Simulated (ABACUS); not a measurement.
# Au under changes of volume

One of the cells (16.855 Å³/atom); the others are scaled copies at fixed shape and fractional positions:

```xyz
1
Lattice="0.0000 2.0350 2.0350 2.0350 0.0000 2.0350 2.0350 2.0350 0.0000" Properties=species:S:1:pos:R:3 pbc="T T T"
Au    0.0000    0.0000    0.0000
```

| Property | Result |
| --- | --- |
| Program | ABACUS 3.10.1 |
| Functional | PBEsol |
| Potentials or basis | PseudoDojo NC SR 0.4.1 PBEsol standard |
| Cutoff | 1034 eV |
| Density cutoff | 4136 eV |
| Basis | plane waves |
| k mesh | 11 × 11 × 11 |
| Occupations | fermi-dirac, width 0.05 eV |
| Spin | no spin polarisation |

| volume (Å³/atom) | energy over the lowest point (meV/atom) | pressure (GPa) |
| --- | --- | --- |
| 15.843 | 48.33 | 14.8 |
| 16.181 | 22.55 | 9.7 |
| 16.518 | 6.85 | 5.2 |
| 16.855 | 0.00 | 1.3 |
| 17.192 | 0.91 | -2.1 |
| 17.529 | ? | ? |
| 17.866 | 22.26 | -7.8 |

**Question.** What does the run at 17.529 Å³/atom give?

**Answer.** Energy over the lowest point 8.62 meV/atom; pressure -5.1 GPa.

Worked out: A Birch-Murnaghan fit of order 3 (a polynomial in V^(-2/3)) to the other rows has its minimum at 16.98 Å³/atom with B0 = V·E''(V) = 177 GPa and B' = 5.5. It gives 8.60 meV/atom at 17.529 Å³/atom, against the run's 8.62, and -dE/dV = -5.1 GPa, against -5.1.

Energies are extrapolated to zero smearing.
